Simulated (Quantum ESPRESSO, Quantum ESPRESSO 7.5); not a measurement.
# Lattice constant of ErPt3 from PBEsol with the Er 4f shell in the core: k-mesh and cutoff tests

## Starting point

ErPt$_3$ is an ordered cubic intermetallic of the Cu$_3$Au type, space group $Pm\bar{3}m$, with one formula unit in the primitive cell. The reference is the cubic cell edge, $a = 4.052$ Å, from the diffraction refinement behind a database entry (1973, Crystallography Open Database entry 1524324). Neither the sample nor the temperature is given with the value. We presume a polycrystalline sample at room temperature, which is usual for such a cell edge but remains our assumption. Er and Pt both sit on sites fixed by symmetry, so the cell edge is the only free structural parameter. The same value also serves as the starting point of our relaxations, and a relaxed cell therefore has to be judged by where it settles, not by where it began.

| compared with | measured | source's wording or label | method |
| --- | --- | --- | --- |
| a (Å) | 4.052 | 4.0520 | diffraction refinement behind the database entry |

Conditions are those given with the value in the passage it was taken from; "not stated" means there, and the paper may say more elsewhere.

## Choices

We want the cheapest level of theory that gives the lattice constant of ErPt$_3$ within 0.5 % of the measured one, about 0.02 Å. Common density functionals differ among themselves by more than that for heavy metals, so the target can separate a suitable functional from an unsuitable one. It also leaves room for thermal expansion, which we put at roughly 0.2 % between a static cell and one at room temperature; zero-point motion should add little with atoms this heavy.

The model is a non-magnetic cell with the Er 4f electrons frozen into the core. This suits a localized 4f shell that takes little part in bonding, and it avoids the difficulty semilocal functionals have with a partly filled 4f shell. It leaves out the 4f moments and any 4f hybridization, and spin-orbit coupling is neglected as well. The potentials were generated with PBE and are used with other functionals, a small inconsistency that all levels share.

We begin with a semilocal functional on a coarse k mesh, refine the mesh, and check the cutoff before judging. Dispersion or a non-local functional comes in only if the converged result calls for it.

System: ErPt3, Cu3Au type; Pm-3m (No. 221), 4 atoms in the primitive cell; the database structure is a diffraction structure: a = 4.052 Å; structure from the Crystallography Open Database.

## 1. PBEsol on a coarse mesh

PBEsol was designed for the equilibrium properties of solids and usually does well for the cell edges of 5d metals, at the cost of an ordinary semilocal calculation. A 4×4×4 mesh is light for a metal with a four-atom cell, and we take it as a first estimate only. We expect a cell edge slightly below the measured one, since the calculation has no thermal expansion.

**Run 1.** Quantum ESPRESSO 7.5: PBEsol, PseudoDojo norm-conserving potentials (4f in the core), cell and atoms relaxed from the database structure, cutoff 90 Ry, 4x4x4 k mesh, Marzari-Vanderbilt smearing 0.14 eV; PBE files.

Key lines of the input:
```
! potential files: PseudoDojo norm-conserving potentials (4f in the core), made for PBE
&control
  calculation = 'vc-relax'
  forc_conv_thr = 2.0d-4
  etot_conv_thr = 1.0d-5
  nstep = 60
/
&system
  nat = 4
  ntyp = 2
  ecutwfc = 90
  input_dft = 'pbesol'
  nbnd = 45
  occupations = 'smearing'
  smearing = 'mv'
  degauss = 0.01029
/
&electrons
  conv_thr = 1.0d-8
  electron_maxstep = 100
  mixing_beta = 0.4
/
&ions
/
&cell
  press_conv_thr = 0.5
/
ATOMIC_SPECIES
  Er 167.259 Er.upf
  Pt 195.084 Pt.upf
[... cell and positions ...]
K_POINTS automatic
  4 4 4 0 0 0
```

Command:
```
OMP_NUM_THREADS=1 mpirun -n 4 pw.x -nk 4 -in relax.in > relax.out
```

Selected lines of the output:
```
     kinetic-energy cutoff     =      90.0000  Ry
     number of k points=    10  Marzari-Vanderbilt smearing, width (Ry)=  0.0103
     new unit-cell volume =    444.35800 a.u.^3 (    65.84706 Ang^3 )
     new unit-cell volume =    444.43521 a.u.^3 (    65.85850 Ang^3 )
          total   stress  (Ry/bohr**3)                   (kbar)     P=       -0.18
     bfgs converged in   3 scf cycles and   2 bfgs steps
     new unit-cell volume =    444.43521 a.u.^3 (    65.85850 Ang^3 )
          total   stress  (Ry/bohr**3)                   (kbar)     P=       -0.17
CELL_PARAMETERS (angstrom)
   4.038349975   0.000000000   0.000000000
   0.000000000   4.038349975   0.000000000
   0.000000000   0.000000000   4.038349975
```

Converged; 26 s on 4 cores of Intel Xeon 6975P-C (Granite Rapids), shared host.

| quantity | run 1 | measured | deviation |
| --- | --- | --- | --- |
| a (Å) | 4.038 | 4.052 | −0.014 (−0.3 %) |
| conventional cell volume (Å³) | 65.86 |  |  |
| final pressure (GPa) | −0.017 |  |  |

The relaxed cell edge is 0.014 Å shorter than the measured one, within the target and on the side we expected for a static cell. With only ten irreducible k points for a metal, we do not yet count this as a result: a mesh error of a few thousandths of an ångström would change how much of the shortfall thermal expansion could explain, and a larger one could carry the value out of the target.

## 2. Refining the k mesh

We repeat the relaxation on 8×8×8 and 10×10×10 meshes, with the functional, cutoff and smearing unchanged. The coarse run took under a minute, so both are affordable. The step from 4×4×4 to 8×8×8 measures the error of the first estimate, and the step to 10×10×10 tests whether the finer mesh has settled. We expect the first step to move the cell edge by some thousandths of an ångström and the second by clearly less.

**Run 2.** Quantum ESPRESSO 7.5: PBEsol, PseudoDojo norm-conserving potentials (4f in the core), cell and atoms relaxed from the database structure, cutoff 90 Ry, 8x8x8 k mesh, Marzari-Vanderbilt smearing 0.14 eV; PBE files.

Key lines of the input, as changed from run 1:
```diff
  K_POINTS automatic
-   4 4 4 0 0 0
+   8 8 8 0 0 0
```

Selected lines of the output:
```
     kinetic-energy cutoff     =      90.0000  Ry
     number of k points=    35  Marzari-Vanderbilt smearing, width (Ry)=  0.0103
     new unit-cell volume =    444.61030 a.u.^3 (    65.88445 Ang^3 )
     new unit-cell volume =    444.62412 a.u.^3 (    65.88650 Ang^3 )
          total   stress  (Ry/bohr**3)                   (kbar)     P=       -0.15
     bfgs converged in   3 scf cycles and   2 bfgs steps
     new unit-cell volume =    444.62412 a.u.^3 (    65.88650 Ang^3 )
          total   stress  (Ry/bohr**3)                   (kbar)     P=       -0.14
CELL_PARAMETERS (angstrom)
   4.038922059   0.000000000   0.000000000
   0.000000000   4.038922059   0.000000000
   0.000000000   0.000000000   4.038922059
```

Converged; took 68 s.

**Run 3.** Quantum ESPRESSO 7.5: PBEsol, PseudoDojo norm-conserving potentials (4f in the core), cell and atoms relaxed from the database structure, cutoff 90 Ry, 10x10x10 k mesh, Marzari-Vanderbilt smearing 0.14 eV; PBE files.

Key lines of the input, as changed from run 1:
```diff
  K_POINTS automatic
-   4 4 4 0 0 0
+   10 10 10 0 0 0
```

Command:
```
OMP_NUM_THREADS=1 mpirun -n 8 pw.x -nk 8 -in relax.in > relax.out
```

Selected lines of the output:
```
          total   stress  (Ry/bohr**3)                   (kbar)     P=       -0.12
CELL_PARAMETERS (angstrom)
   4.037015126   0.000000000   0.000000000
```

Converged; 1.9 min on 8 cores of Arm Neoverse V1, shared host.

| quantity | run 2 | run 3 | measured |
| --- | --- | --- | --- |
| a (Å) | 4.039 | 4.037 | 4.052 |
| conventional cell volume (Å³) | 65.89 | 65.79 |  |
| final pressure (GPa) | −0.014 | −0.012 |  |

The changes came in the opposite order to the one we expected. Going from 4×4×4 to 8×8×8 lengthens the cell edge by only 0.0006 Å, while the next refinement shortens it by 0.0019 Å. The small first step was therefore no sign of convergence. The residual pressures of the two finer runs are nearly equal and too small to account for the second step in a metal this stiff, so we assign it to the sampling of the Fermi surface.

All three meshes nevertheless lie within 0.002 Å of each other, about a tenth of the permitted deviation. On the densest one the cell edge is 0.015 Å, or 0.4 %, below the measured value, still inside the target.

## 3. Checking the plane-wave cutoff

The plane-wave cutoff has not been tested yet, and norm-conserving potentials with semicore states can be demanding in this respect. We raise it from 90 to 122 Ry on the 8×8×8 mesh, where a run differing only in the cutoff is available for comparison. This costs less than repeating the densest mesh and isolates the basis-set effect. We expect a change no larger than the one between the meshes; a shortening of more than about 0.005 Å would endanger the agreement.

**Run 4.** Quantum ESPRESSO 7.5: PBEsol, PseudoDojo norm-conserving potentials (4f in the core), cell and atoms relaxed from the database structure, cutoff 122 Ry, 8x8x8 k mesh, Marzari-Vanderbilt smearing 0.14 eV; PBE files.

Key lines of the input, as changed from run 2:
```diff
  &system
-   ecutwfc = 90
+   ecutwfc = 122
```

Selected lines of the output:
```
CELL_PARAMETERS (angstrom)
   4.038901798   0.000000000   0.000000000
```

Converged; 3.3 min on 4 cores of Arm Neoverse V2, shared host.

| quantity | run 4 | measured | deviation |
| --- | --- | --- | --- |
| a (Å) | 4.039 | 4.052 | −0.013 (−0.3 %) |
| conventional cell volume (Å³) | 65.89 |  |  |
| final pressure (GPa) | −0.015 |  |  |

Raising the cutoff changes the cell edge by about 0.00002 Å, which is less than the stopping threshold on the pressure allows between two relaxations. At this level 90 Ry is therefore sufficient, and the k mesh remains the larger of the two numerical uncertainties we tested.

We base the judgement on the densest mesh, where PBEsol falls 0.015 Å short of the measured edge and meets the target. The spread among the meshes is well below the 0.005 Å that remains to the limit. Since the result is already within the target, nothing calls for a dispersion correction or a non-local functional, and we end the work here.

## Table of results

| run | settings | a (Å) | deviation | cost |
| --- | --- | --- | --- | --- |
| 1 | PBEsol, 4x4x4 mesh, PBE files | 4.038 | −0.014 (−0.3 %) | 1.7 core-min |
| 2 | PBEsol, cutoff 90 Ry, 8x8x8 k mesh | 4.039 | −0.013 (−0.3 %) | 4.6 core-min |
| 3 | PBEsol, 10x10x10 mesh, PBE files | 4.037 | −0.015 (−0.4 %) | 15 core-min |
| 4 | PBEsol, cutoff 122 Ry, PBE files | 4.039 | −0.013 (−0.3 %) | 13 core-min |
|  | measured | 4.052 |  |  |

## Judgement

PBEsol meets the target. On the densest mesh, 10×10×10, the cell edge of ErPt$_3$ comes out 0.015 Å, or 0.4 %, below the measured 4.052 Å, at a cost of 15 core-minutes. The 4×4×4 run gives nearly the same value for 1.7 core-minutes and would have been enough for this target, but only the finer meshes could show that.

The mesh test mattered most. The first refinement hardly moved the cell edge and the second moved it more, so stopping at 8×8×8 would have given a false impression of convergence. Changes of about 0.002 Å remain between meshes, without a clear trend. The higher cutoff left the result unchanged; it served only as a check. The smearing width was not varied.

If the measurement was made at room temperature, as we presume, thermal expansion of roughly 0.2 % accounts for about half of the shortfall. The other half, somewhat under 0.01 Å, is larger than the changes seen in the mesh and cutoff tests. It may come from PBEsol itself, from using potentials made for PBE, or from the neglect of spin-orbit coupling and of any 4f part in the bonding. Our runs do not separate these contributions or fix their signs, so some cancellation among them is possible.

The comparison rests on a single diffraction value with neither sample nor temperature given. It supports the frozen 4f shell as adequate for the cell edge, but says nothing about the magnetism. A calculation with the 4f electrons in the valence and spin-orbit coupling included would be the natural test of what the model leaves out.

[Logs are printed without paths, hosts, clocks, repeated set-up lines and the standing remarks that a program may print on its own settings, such as how far it seeks lower states.]

[The runs shown are a pick from a larger set of finished runs; failed, doubtful and other runs were left out of it ahead of writing. So were measured values far from every level or from commonly accepted values, and agreement can look better than it is. Lines of input and output are excerpts and may be shortened.]
